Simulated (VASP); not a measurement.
ZnCu: single point with r2SCAN

Crystal: ZnCu.

```
Zn Cu
1.0
     2.92202    0.00000    0.00000
     0.00000    2.92202    0.00000
     0.00000    0.00000    2.92202
Zn Cu
1 1
Direct
  0.50000 0.50000 0.50000
  0.00000 0.00000 0.00000
```

```
Program                : VASP 6.6.1
Task                   : single point
Functional             : r2SCAN
Potentials or basis    : VASP PAW PBE potentials, release 64 (Zn, Cu)
Cutoff                 : 520 eV
k mesh                 : 8 × 8 × 8
Occupations            : fermi-dirac, width 0.02 eV
Spin                   : no spin polarisation
Dipole correction      : no
Further INCAR settings : ALGO = Normal; EDIFF = 1e-06; NBANDS = 18
```

| Quantity | Value |
| --- | --- |
| Pressure | 0.6 GPa |
| Band gap on the k mesh | none (metal or under the smearing width) |

Levels at points of the mesh, in eV from the Fermi level:
```tsv
k point	band 9	band 10	band 11	band 12	band 13	band 14
(0.00, 0.00, 0.00)	-2.58	-2.58	-2.58	7.00	7.00	7.00
(0.50, 0.00, 0.00)	-3.16	-3.16	-2.66	-1.81	12.84	12.84
(0.50, 0.50, 0.00)	-2.74	-2.34	-1.80	-1.80	2.33	2.65
(0.50, 0.50, 0.50)	-2.32	-2.32	4.82	4.82	4.82	4.84
```

It took 29 s on 1 thread of Intel(R) Xeon(R) Platinum 8559C (Emerald Rapids) (shared host), peak memory 0.14 GiB.

Caveat: the PAW data sets were made with another functional, which shifts forces and pressure a little.
